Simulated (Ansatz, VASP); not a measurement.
## C: VASP beside Ansatz

Wanted: the spread between two codes on one cell, functional and k mesh. The cell is taken from a series of runs on this material, whose earlier steps may have relaxed, scaled, displaced or heated it; both programs get it as it stands.

Main program and level: Ansatz 0.2.0; plane waves, with VASP 6.6.1 beside it; single point at LDA.

### Step 1. Starting point

The cell holds 42 atoms: 42 C. Cell: a = 11.279 Å, b = 11.279 Å, c = 19.440 Å, α = 90.0°, β = 90.0°, γ = 120.0°. Vacuum lies along c.

### Step 2. Ansatz: single point, LDA

Ansatz runs on its default PAW (the set named soft_2) files.

A single point gives forces, pressure and levels at one fixed geometry, so differences don't come from the geometry; what else differs is listed under the comparison.

File input.yaml:

```yaml
crystal:
  lattice:
    - [11.2793, 0.0, 0.0]
    - [-5.63965, 9.76816, 0.0]
    - [0.0, 0.0, 19.44]
  atoms:
    - { symbol: C, position: [0.0953, 0.14261, 0.41038] }
    - { symbol: C, position: [0.14285, 0.04727, 0.41048] }
    - { symbol: C, position: [0.14283, 0.38065, 0.41057] }
    - { symbol: C, position: [0.19044, 0.28531, 0.41042] }
    - { symbol: C, position: [0.19043, 0.61872, 0.41071] }
    - { symbol: C, position: [0.238, 0.52352, 0.41044] }
    - { symbol: C, position: [0.23801, 0.85683, 0.41145] }
    - { symbol: C, position: [0.28563, 0.76158, 0.41152] }
    - { symbol: C, position: [0.28556, 0.09499, 0.41178] }
    - { symbol: C, position: [0.33315, 0.99963, 0.41265] }
    - { symbol: C, position: [0.33328, 0.33301, 0.41086] }
    - { symbol: C, position: [0.38082, 0.23776, 0.41193] }
    - { symbol: C, position: [0.38093, 0.57116, 0.41052] }
    - { symbol: C, position: [0.42858, 0.47593, 0.41047] }
    - { symbol: C, position: [0.42849, 0.80915, 0.41222] }
    - { symbol: C, position: [0.47614, 0.71391, 0.41118] }
    - { symbol: C, position: [0.47609, 0.04734, 0.41379] }
    - { symbol: C, position: [0.52372, 0.95212, 0.41348] }
    - { symbol: C, position: [0.52377, 0.28554, 0.4127] }
    - { symbol: C, position: [0.57145, 0.19025, 0.41385] }
    - { symbol: C, position: [0.57132, 0.52355, 0.41056] }
    - { symbol: C, position: [0.61894, 0.42826, 0.41155] }
    - { symbol: C, position: [0.61903, 0.76152, 0.41083] }
    - { symbol: C, position: [0.66665, 0.66635, 0.41003] }
    - { symbol: C, position: [0.66664, 0.99968, 0.41301] }
    - { symbol: C, position: [0.71427, 0.90437, 0.41149] }
    - { symbol: C, position: [0.71426, 0.2378, 0.41343] }
    - { symbol: C, position: [0.76187, 0.1425, 0.41313] }
    - { symbol: C, position: [0.76177, 0.47588, 0.41118] }
    - { symbol: C, position: [0.80946, 0.38068, 0.41214] }
    - { symbol: C, position: [0.80949, 0.71397, 0.40949] }
    - { symbol: C, position: [0.85702, 0.61864, 0.40989] }
    - { symbol: C, position: [0.85715, 0.95201, 0.41047] }
    - { symbol: C, position: [0.90472, 0.85671, 0.40953] }
    - { symbol: C, position: [0.90486, 0.19018, 0.41183] }
    - { symbol: C, position: [0.95236, 0.09487, 0.41081] }
    - { symbol: C, position: [0.95239, 0.42834, 0.41131] }
    - { symbol: C, position: [0.99999, 0.33301, 0.41123] }
    - { symbol: C, position: [0.99986, 0.66635, 0.4099] }
    - { symbol: C, position: [0.04751, 0.57111, 0.41048] }
    - { symbol: C, position: [0.04762, 0.90444, 0.40976] }
    - { symbol: C, position: [0.09515, 0.80916, 0.4101] }
kpoints:
  mp_grid: { grid: [3, 3, 1] }
hamiltonian:
  xc: lda
scf:
  occupations: { method: fermi_dirac, width: 0.025 }
output:
  forces: true
  eigenvalues: true
  write_density: true
  write_potential: true
  volumetric_format: npy
```

Command:

```
> ansatz run input.yaml --threads 8 --pin off --max-ram 15872MiB --backend cpu --events-out ev --progress --plain --runs-dir out
```

Numbers of over 12 decimals in the logs are rounded to 6 here.

What it wrote:

```text
Engine: ansatz 0.2.0, aarch64-unknown-linux-gnu
Pseudopotentials: kind: paw
Pseudopotential: C, paw, valence charge 4, recommended cutoff 420 eV (normal), C.paw.azcp
Functional definition: SPW92
  exchange = slater_x
  correlation = pw_c
Crystal: 42 atoms, lattice volume = 2141.860 Å³
Basis set: ecut = 420 eV, 41855 PW (Γ)
Bands: 126, of which v1, the nominal top of the filled ones, is band 84 counted from 1 (83 counted from 0)
Symmetry: 1 space group operations
Space group: P1 (ITA 1), of the structure as read, at distance tolerance 1.3e-4 Å
k-points: 5 of 9 (time reversal used)
Non-local potential: C, projectors of the file, l = 0: 2, l = 1: 2, l = 2: 1
PAW form: soft (Blöchl's): semilocal exchange-correlation on the pseudo side does not see the compensation charge
PAW frozen core: C, regenerated for the run's functional, and the local potential with it (the file was generated under x = pbe(κ = 0.804, μ = 0.219515), c = pbe(β = 0.066725))
PAW one-centre angular grid: C, 110 points (default); XC on 64 Gauss nodes
Initial density: superposition of atomic densities (neutral atoms: chi_scale 0, normalization atom), corrected by the library's trained network
Initial wavefunctions: pseudopotential atomic-orbital guess
Functional: x = slater, c = lda
SCF iter   1: F=—  HF=-10204.045842 eV  |F-HF|=—  |Δ(HF+E_count)|=         —  Δρ=2.89e-3  dr2=6.90e-2  ethr=1.77e-3  ⟨swp⟩=14.2  Hψ=4271  notcnv=0  defer=120
preconditioner: auto → LDOS  [metal: Δε(μ)=0.004 eV  Ē_g=14.070 eV  σ=0.025 eV  W_gap=0.04  n_scr=208 (ndim 8)  ℏωp=10.4 eV  f_vac=0.781  D(μ)=8.80/eV (n_scr^D=22)  β→1.0]
SCF iter   2: F=—  HF=-10204.060146 eV  |F-HF|=—  |Δ(HF+E_count)|=   1.43e-2  Δρ=3.50e-4  dr2=2.10e-3  ethr=4.11e-5  ⟨swp⟩=2.0  Hψ=1177  notcnv=0  defer=178
SCF iter   3: F=—  HF=-10204.059747 eV  |F-HF|=—  |Δ(HF+E_count)|=   3.99e-4  Δρ=6.25e-5  dr2=4.05e-5  ethr=1.25e-6  ⟨swp⟩=2.0  Hψ=874  notcnv=0  defer=178
SCF iter   4: F=—  HF=-10204.060245 eV  |F-HF|=—  |Δ(HF+E_count)|=   4.97e-4  Δρ=7.59e-6  dr2=1.45e-6  ethr=2.41e-8  ⟨swp⟩=2.2  Hψ=953  notcnv=0  defer=178
SCF iter   5: F=—  HF=-10204.060246 eV  |F-HF|=—  |Δ(HF+E_count)|=   1.60e-6  Δρ=3.10e-6  dr2=2.98e-7  ethr=8.62e-10  ⟨swp⟩=2.0  Hψ=843  notcnv=0  defer=178
SCF iter   6: F=-10204.060246 eV  HF=-10204.060246 eV  |F-HF|=2.77e-8  |Δ(HF+E_count)|=   2.58e-8  Δρ=5.73e-7  dr2=1.03e-8  ethr=5.95e-11  ⟨swp⟩=34.2  Hψ=7614  notcnv=0
SCF 1 converged in 6 iterations: F = -10204.060246 eV  dr2 = 1.03e-8
  greatest PAW one-centre occupation: 0.666 electrons in one spin orbital (limit 2), on the C atom at site 1 (counted from 0), in its partial waves of l = 0
WARN: The output density's exchange-correlation potential varies sharply where the density is thin. Do not read a vacuum level from v_tot or v_xc, or from such a field of the output density. On a cell that repeats whose density bears no net charge and no dipole along the vacuum's axis use v_es (v_loc + v_h of the components); under efield.dipole_correction with no amplitude use v_es + v_field, which holds any externa [...]
SCF converged after 6 iterations
Free energy (F): -10204.060246 eV
Harris-Foulkes:  -10204.060246 eV  (|F-HF|=2.77e-8)
Internal energy: -10204.044940 eV  (E = F + TS)
E sigma→0 (E₀):  -10204.052593 eV
Entropy (-TS):   -0.015307 eV (-0.364 meV/atom)
Fermi energy:    -2.580974 eV
--- Per-component energies (eV) ---
  E_band       = -1959.704616
  E_kinetic    = 3818.375563
  E_local      = -67020.202845  (includes V_loc(G=0)·N_el)
  E_nonlocal   = 1193.301485
  E_hartree    = 31424.256923
  E_xc         = -1992.616927
  E_vxc        = -2477.142889  (∫ρ·V_xc dr)
  E_paw        = -3859.805227  (= ΣΔE_a)
  E_vpaw       = -322.557350  (= ΣTr[D̂ρ^β])
  E_aug_tail   = 0.000377  (compensation charges beyond the density's cutoff)
  E_ewald      = 26230.006746
  E_core_change = 2.638965  (= ΣΔE_core)
  E_smearing   = -0.015307  (= −TS)
  E_closure    = 0.000000  (closes the sum)
  Σ components = -10204.060246   (vs F -10204.060246, Δ=0.00e0)
--- Forces (eV/Å), atoms counted from 1 ---
  atom   1  C     -0.02274589    -0.05676084     0.01167575
  atom   2  C     -0.04278237     0.01997648     0.00710746
  atom   3  C     -0.00368866    -0.01493695    -0.02078543
  atom   4  C     -0.02684228     0.05594659     0.04015367
  atom   5  C     -0.03376728     0.01116605    -0.00797519
  atom   6  C      0.03651164    -0.01071884     0.03957436
  atom   7  C      0.00358633     0.00056639     0.00876396
  atom   8  C      0.03133856    -0.00303197    -0.00473489
  atom   9  C      0.06983500    -0.05077411    -0.00141819
  atom  10  C      0.01465686     0.03349484    -0.04244548
  atom  11  C      0.01810078     0.01437148    -0.01535234
  atom  12  C      0.01662977     0.04193662    -0.01022604
  atom  13  C     -0.01381842    -0.01334315    -0.00503777
  atom  14  C     -0.03621972    -0.02547862     0.03820961
  atom  15  C     -0.01431274     0.03964847    -0.00881632
  atom  16  C     -0.00638315     0.01839924     0.00877690
  atom  17  C      0.00087259    -0.00027758    -0.02011070
  atom  18  C      0.02137004    -0.03997992    -0.05468466
  atom  19  C      0.01902898    -0.05717993    -0.01075042
  atom  20  C     -0.03832865    -0.00867997    -0.06137425
  atom  21  C      0.04597114    -0.01635273     0.00295897
  atom  22  C     -0.02075338     0.01590937    -0.01522480
  atom  23  C     -0.01388237     0.02213735     0.00480939
  atom  24  C     -0.01902177     0.00089393     0.01878967
[...]
atom  35  C     -0.05913926    -0.03697633    -0.01329080
  atom  36  C      0.01228622     0.02488083     0.00420628
  atom  37  C     -0.02274851    -0.03205201    -0.01330398
  atom  38  C      0.00848144     0.02358518     0.01789209
  atom  39  C      0.02064072    -0.02176332     0.02898099
  atom  40  C      0.02250451     0.00519687     0.01916674
  atom  41  C     -0.00223469    -0.02106453     0.03413616
  atom  42  C     -0.00825106     0.01947102     0.01462486
  max |Σ_I F_I| component: 8.84e-4 eV/Å
--- Band table (eV; the first three rows and the last of 5) ---
  k-point 0: bands = [... 80 lower, -5.4257, -5.4247, -2.5874, -2.5826, -2.5793, -2.5746, -0.1508, -0.1489, ... 38 higher]
  k-point 1: bands = [... 80 lower, -4.6765, -4.6469, -3.8427, -3.6871, -1.5440, -1.3543, -1.0187, -0.8375, ... 38 higher]
  k-point 2: bands = [... 80 lower, -4.6796, -4.6484, -3.8410, -3.6890, -1.5415, -1.3568, -1.0138, -0.8440, ... 38 higher]
  k-point 4: bands = [... 80 lower, -4.6806, -4.6451, -3.8439, -3.6852, -1.5465, -1.3526, -1.0122, -0.8392, ... 38 higher]
```

In the SCF lines HF is the Harris–Foulkes energy and dr2 the Hartree energy of the density residual, in eV; the loop may stop once dr2 is under the threshold and the program's other checks hold. Hψ counts applications of the Hamiltonian.

### Step 3. VASP: single point, LDA

The same cell, functional (in two slightly different forms), mesh and smearing now go to VASP, with its own data sets.

Lines of VASP's logs that name or quote its potential files are left out, and so is its time.

File INCAR:

```
SYSTEM = C
PREC = Accurate
ENCUT = 520
EDIFF = 1E-06
NELM = 120
ISMEAR = -1
SIGMA = 0.025
LREAL = Auto
ALGO = Normal
GGA = PW92
NBANDS = 120
LORBIT = 11
LWAVE = .FALSE.
LCHARG = .FALSE.
ISIF = 2
LASPH = .TRUE.
GGA_COMPAT = .FALSE.
KPAR = 4
```

File POSCAR:

```
C
1.0
   11.2793000000      0.0000000000      0.0000000000
   -5.6396500000      9.7681600000      0.0000000000
    0.0000000000      0.0000000000     19.4400000000
C
42
Direct
    0.0953000000      0.1426100000      0.4103800000
    0.1428500000      0.0472700000      0.4104800000
    0.1428300000      0.3806500000      0.4105700000
    0.1904400000      0.2853100000      0.4104200000
    0.1904300000      0.6187200000      0.4107100000
    0.2380000000      0.5235200000      0.4104400000
    0.2380100000      0.8568300000      0.4114500000
    0.2856300000      0.7615800000      0.4115200000
    0.2855600000      0.0949900000      0.4117800000
    0.3331500000      0.9996300000      0.4126500000
    0.3332800000      0.3330100000      0.4108600000
    0.3808200000      0.2377600000      0.4119300000
    0.3809300000      0.5711600000      0.4105200000
    0.4285800000      0.4759300000      0.4104700000
    0.4284900000      0.8091500000      0.4122200000
    0.4761400000      0.7139100000      0.4111800000
    0.4760900000      0.0473400000      0.4137900000
    0.5237200000      0.9521200000      0.4134800000
    0.5237700000      0.2855400000      0.4127000000
    0.5714500000      0.1902500000      0.4138500000
    0.5713200000      0.5235500000      0.4105600000
    0.6189400000      0.4282600000      0.4115500000
    0.6190300000      0.7615200000      0.4108300000
    0.6666500000      0.6663500000      0.4100300000
    0.6666400000      0.9996800000      0.4130100000
    0.7142700000      0.9043700000      0.4114900000
    0.7142600000      0.2378000000      0.4134300000
    0.7618700000      0.1425000000      0.4131300000
    0.7617700000      0.4758800000      0.4111800000
    0.8094600000      0.3806800000      0.4121400000
    0.8094900000      0.7139700000      0.4094900000
    0.8570200000      0.6186400000      0.4098900000
    0.8571500000      0.9520100000      0.4104700000
    0.9047200000      0.8567100000      0.4095300000
    0.9048600000      0.1901800000      0.4118300000
    0.9523600000      0.0948700000      0.4108100000
    0.9523900000      0.4283400000      0.4113100000
    0.9999900000      0.3330100000      0.4112300000
    0.9998600000      0.6663500000      0.4099000000
    0.0475100000      0.5711100000      0.4104800000
    0.0476200000      0.9044400000      0.4097600000
    0.0951500000      0.8091600000      0.4101000000
```

File KPOINTS:

```
Automatic mesh
0
Gamma
3 3 1
0 0 0
```

Potentials, in the order of the species: C (LDA family, release 64).

Command:

```
> mpirun -np 8 vasp_std
```

What it wrote:

```text
[banner, memory and clock lines left out]
running    8 mpi-ranks, on    1 nodes
[...]
|                                                                             |
|           W    W    AA    RRRRR   N    N  II  N    N   GGGG   !!!           |
|           W    W   A  A   R    R  NN   N  II  NN   N  G    G  !!!           |
|           W    W  A    A  R    R  N N  N  II  N N  N  G       !!!           |
|           W WW W  AAAAAA  RRRRR   N  N N  II  N  N N  G  GGG   !            |
|           WW  WW  A    A  R   R   N   NN  II  N   NN  G    G                |
|           W    W  A    A  R    R  N    N  II  N    N   GGGG   !!!           |
|                                                                             |
|     For optimal performance we recommend to set                             |
|       NCORE = 2 up to number-of-cores-per-socket                            |
|     NCORE specifies how many cores store one orbital (NPAR=cpu/NCORE).      |
|     This setting can greatly improve the performance of VASP for DFT.       |
[...]
|                                                                             |
|     You enforced a specific xc type in the INCAR file but a different       |
|     [... a line on the potential file left out ...]
|     I HOPE YOU KNOW WHAT YOU ARE DOING!                                     |
|                                                                             |

 LDA part: xc-table for (Slater(with rela. corr.)+PW92), standard interpolation
 POSCAR, INCAR and KPOINTS ok, starting setup
[...]
entering main loop
       N       E                     dE             d eps       ncg     rms          rms(c)
DAV:   1     0.151202731654E+04    0.15120E+04   -0.60719E+04  1336   0.103E+03
DAV:   2    -0.141489454779E+03   -0.16535E+04   -0.15542E+04  1816   0.249E+02
DAV:   3    -0.443206002969E+03   -0.30172E+03   -0.30072E+03  1504   0.113E+02
DAV:   4    -0.454569919858E+03   -0.11364E+02   -0.11326E+02  1504   0.282E+01
[...]
DAV:  23    -0.424078965360E+03   -0.62821E-05   -0.28342E-08   776   0.598E-04    0.230E-04
DAV:  24    -0.424078966565E+03   -0.12047E-05    0.20631E-08   800   0.388E-04    0.152E-04
DAV:  25    -0.424078967218E+03   -0.65317E-06    0.29615E-08   760   0.223E-04
   1 F= -.42407897E+03 E0= -.42407131E+03  d E =-.153067E-01
```

From OUTCAR (step 3):

```text
  Total      -18.3753485    -18.4479699     -0.2639952     -0.0119007      0.0046022     -0.0003189
  in kB      -13.7453244    -13.7996474     -0.1974765     -0.0089021      0.0034426     -0.0002385
  external PRESSURE =      -9.2474828 kB  Pullay stress =       0.0000000 kB

 POSITION                                       TOTAL-FORCE (eV/Angst)
 -----------------------------------------------------------------------------------
      0.27065      1.39304      7.97779        -0.021628     -0.056193      0.008487
      1.34466      0.46174      7.97973        -0.043451      0.021799      0.004357
     -0.53571      3.71825      7.98148        -0.004359     -0.014140     -0.026163
      0.53898      2.78695      7.97856        -0.028159      0.056582      0.037040
     -1.34145      6.04376      7.98420        -0.033431      0.009216     -0.013443
     -0.26800      5.11383      7.97895         0.034958     -0.011239      0.036321
     -2.14764      8.36965      7.99859         0.004339     -0.002103      0.006006
     -1.07334      7.43924      7.99995         0.032502     -0.007588     -0.006014
      2.68521      0.92788      8.00500         0.069686     -0.052120      0.003959
     -1.87986      9.76455      8.02192         0.014554      0.029708     -0.039101
      1.88111      3.25289      7.98712         0.017929      0.015002     -0.018755
      2.95450      2.32248      8.00792         0.015820      0.043478     -0.008928
      1.07548      5.57918      7.98051        -0.014105     -0.011955     -0.009854
      2.15000      4.64896      7.97954        -0.035821     -0.025332      0.035325
[...]
-----------------------------------------------------------------------------------
    total drift:                                0.003761     -0.032667     -0.096308

  FREE ENERGIE OF THE ION-ELECTRON SYSTEM (eV)
  ---------------------------------------------------
  free  energy   TOTEN  =      -424.0789672178 eV

  energy  without entropy=     -424.0636605124  energy(sigma->0) =     -424.07131387

[... 3 further parts left out ...]
[key lines of the parts left out:]
E-fermi :  -2.9475
```

### Step 4. Comparison

Known differences besides the potentials themselves: the cutoff is 420 eV in Ansatz and 520 eV in VASP (PREC = Accurate, projectors in real space); VASP's log shows a relativistic correction to its local exchange, Ansatz's none. Total energies have different zeros and are not compared.

Forces on 9 of the 42 atoms, those with the largest forces and the largest differences (eV/Å; atoms numbered as in POSCAR):

```
atom          Ansatz x, y, z            VASP x, y, z
  C1   -0.023, -0.057, 0.012   -0.022, -0.056, 0.008
  C4    -0.027, 0.056, 0.040    -0.028, 0.057, 0.037
  C9   0.070, -0.051, -0.001    0.070, -0.052, 0.004
 C18   0.021, -0.040, -0.055   0.022, -0.044, -0.049
 C19   0.019, -0.057, -0.011   0.019, -0.058, -0.009
 C20  -0.038, -0.009, -0.061  -0.036, -0.012, -0.054
 C32    -0.002, 0.035, 0.012    -0.002, 0.042, 0.018
 C35  -0.059, -0.037, -0.013  -0.058, -0.037, -0.012
 C39    0.021, -0.022, 0.029    0.021, -0.015, 0.038
```

The forces differ by 3.2 meV/Å r.m.s., which is 12.6 % of the r.m.s. force of 0.026 eV/Å (both taken over all components). With vacuum in the cell, a pressure given here is an average over mostly empty space and none of the material.

### Step 5. Results

| Quantity | Value |
| --- | --- |
| r.m.s. force difference (single point, LDA) | 3.2 meV/Å |

The r.m.s. force difference is 3.2 meV/Å (single point, LDA), within the 12 meV/Å picked in this series as the mark of a large difference. VASP runs on this material, other cells of it included, that failed, so that no pair exists: single point, LDA (timeout). Such differences can come from data sets, numerical settings and the points named under the comparisons, not from the functional's error against experiment.

[Lines on the potential files, build, host, timing and source positions are cut from VASP's logs without a mark.]

[Logs are printed without paths, hosts, clocks, repeated set-up lines and the standing remarks that a program may print on its own settings, such as how far it seeks lower states.]

[Hosts, paths, dates, database ids (printed as entryN), source tags and the programs' standing remarks are cut or masked in the printed files.]
